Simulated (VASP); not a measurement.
**Ag: single point with PBE**

Ag:

```
CELL_PARAMETERS angstrom
0.00000 2.04275 2.04275
2.04275 0.00000 2.04275
2.04275 2.04275 0.00000
ATOMIC_POSITIONS crystal
Ag 0.00000 0.00000 0.00000
```

```yaml
Program: VASP 6.6.1
Task: single point
Functional: PBE
Potentials_or_basis: VASP PAW PBE potentials, release 64 (Ag)
Cutoff: 520 eV
k_mesh: 11 × 11 × 11
Occupations: gaussian, width 0.026 eV
Spin: no spin polarisation
```

| Item | Value |
| --- | --- |
| Pressure | 4.1 GPa |
| Band gap on the k mesh | none (metal or under the smearing width) |

Levels at points of the mesh, in eV from the Fermi level:
```csv
k point,band 3,band 4,band 5,band 6,band 7,band 8,band 9,band 10
"(0.00, 0.00, 0.00)",-5.08,-5.08,-4.05,-4.05,15.76,19.34,19.34,19.34
```

Run time: 5.7 s on 1 thread of Intel(R) Xeon(R) Platinum 8488C (Sapphire Rapids), on a shared host, peak memory 0.14 GiB.
